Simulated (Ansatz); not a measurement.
A distorted cell of ZrO2 (tetragonal-ZrO2 type, space group P4_2/nmc):

```
CELL_PARAMETERS angstrom
      3.58448     0.00000     0.00000
      0.00000     3.58448     0.00000
      0.00000     0.00000     5.17719
ATOMIC_POSITIONS crystal
  Zr 0.00000 0.00000 0.00000
  Zr 0.50000 0.50000 0.50000
  O  0.00000 0.50000 0.20147
  O  0.00000 0.50000 0.70147
  O  0.50000 0.00000 0.29853
  O  0.53515 0.00000 0.79853
```

Level of theory: PBEsol (plane waves to 420 eV, PAW, scalar-relativistic; Ansatz, a first-principles code). k mesh 8×8×5 (Γ-centred), Fermi-Dirac smearing 0.05 eV. E stands for the smeared free energy. Compression counts positive. This is a high-temperature form of ZrO2. ZrO2 is run without spin polarisation. ZrO2 was relaxed with its symmetry unable to fall.

What forces act on the atoms (eV/Å, Cartesian)?


```json
[
 {"atom": "Zr1", "Fx": "1.021", "Fy": "0.000", "Fz": "0.295"},
 {"atom": "Zr2", "Fx": "0.096", "Fy": "0.000", "Fz": "-0.061"},
 {"atom": "O3", "Fx": "0.051", "Fy": "0.000", "Fz": "0.024"},
 {"atom": "O4", "Fx": "0.860", "Fy": "0.000", "Fz": "-0.025"},
 {"atom": "O5", "Fx": "0.101", "Fy": "0.000", "Fz": "0.054"},
 {"atom": "O6", "Fx": "-2.129", "Fy": "0.000", "Fz": "-0.288"}
]
```

Give the stress tensor in GPa and the pressure.


```
   1.59     0.00     2.74
   0.00     0.71     0.00
   2.74     0.00     0.89
```
The pressure, a third of the trace, is 1.06 GPa.

In it atom 6 sits (0.126, 0.000, 0.000) Å away from its relaxed site. What is its energy relative to the relaxed cell?

133 meV/cell.

(A displaced cell: forces are minus the slopes of the energy, force constants its curvatures, and phonons follow from these.)
